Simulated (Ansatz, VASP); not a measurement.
## One calculation of BN, two programs

The input INCAR:

```
PREC = Accurate
ENCUT = 520
EDIFF = 1E-7
ISMEAR = 0
SIGMA = 0.01
LREAL = Auto
LASPH = T
NELM = 100
ALGO = Normal
ISIF = 2
LWAVE = F
LCHARG = F
GGA = PE
NBANDS = 46
```

KPOINTS

```
regular mesh
0
Gamma
  3 3 3
```

File POSCAR:

```
BN
1.0
    0.0000000000      3.6246532645     -3.6246532645
    3.6246532645      3.6246532645      0.0000000000
    3.6246532645      0.0000000000     -3.6246532645
B N
8 8
Direct
    0.0000000000      0.0000000000      0.5000000000
    0.0000000000      0.5000000000      0.5000000000
    0.5000000000      0.0000000000      0.5000000000
    0.5000000000      0.5000000000      0.5000000000
    0.0000000000      0.0000000000      1.0000000000
    0.0000000000      0.5000000000      1.0000000000
    0.5000000000      0.0000000000      1.0000000000
    0.5000000000      0.5000000000      1.0000000000
    0.1250000000      0.1250000000      0.1250000000
    0.1250000000      0.6250000000      0.1250000000
    0.6250000000      0.1250000000      0.1250000000
    0.6250000000      0.6250000000      0.1250000000
    0.1250000000      0.1250000000      0.6250000000
    0.1250000000      0.6250000000      0.6250000000
    0.6250000000      0.1250000000      0.6250000000
    0.6250000000      0.6250000000      0.6250000000
```

Input for Ansatz:

```yaml
crystal:
  lattice:
    - [0.0, 3.6246532645, -3.6246532645]
    - [3.6246532645, 3.6246532645, 0.0]
    - [3.6246532645, 0.0, -3.6246532645]
  atoms:
    - { symbol: B, position: [0.0, 0.0, 0.5] }
    - { symbol: B, position: [0.0, 0.5, 0.5] }
    - { symbol: B, position: [0.5, 0.0, 0.5] }
    - { symbol: B, position: [0.5, 0.5, 0.5] }
    - { symbol: B, position: [0.0, 0.0, 1.0] }
    - { symbol: B, position: [0.0, 0.5, 1.0] }
    - { symbol: B, position: [0.5, 0.0, 1.0] }
    - { symbol: B, position: [0.5, 0.5, 1.0] }
    - { symbol: "N", position: [0.125, 0.125, 0.125] }
    - { symbol: "N", position: [0.125, 0.625, 0.125] }
    - { symbol: "N", position: [0.625, 0.125, 0.125] }
    - { symbol: "N", position: [0.625, 0.625, 0.125] }
    - { symbol: "N", position: [0.125, 0.125, 0.625] }
    - { symbol: "N", position: [0.125, 0.625, 0.625] }
    - { symbol: "N", position: [0.625, 0.125, 0.625] }
    - { symbol: "N", position: [0.625, 0.625, 0.625] }
basis:
  ecutwfc: 420
  xc_grid: 2
kpoints:
  mp_grid: { grid: [3, 3, 3], shift: [0.0, 0.0, 0.0] }
hamiltonian:
  xc: pbe
scf:
  occupations: { method: gaussian, width: 0.01 }
output:
  forces: true
  stress: true
  eigenvalues: true
  write_density: true
  write_potential: true
  elf: true
  volumetric_format: npy
```

Alike in both runs: task single point; functional PBE; k mesh 3 × 3 × 3; occupations gaussian, width 0.01 eV; no spin polarisation.

|  | VASP | Ansatz |
| --- | --- | --- |
| version | VASP 6.6.1 | Ansatz 0.2.0 |
| potentials or method | VASP PAW PBE potentials, release 64 (B, N) | scalar-relativistic, plane waves, PAW |
| plane-wave cutoff (eV) | 520 | 420 |
| valence electrons in the cell | 64 | 64 |

|  | VASP | Ansatz | Ansatz less VASP |
| --- | --- | --- | --- |
| gap on the k mesh at the Fermi level (eV) | 4.45 | 4.46 | +0.012 |
| least direct gap on the mesh (eV) | 4.45 | 4.46 | +0.012 |
| pressure (GPa) | 0.3 | 0.1 | -0.26 |

Caveats: the k mesh is coarse (spacing up to 0.50 Å⁻¹), so the values aren't converged.
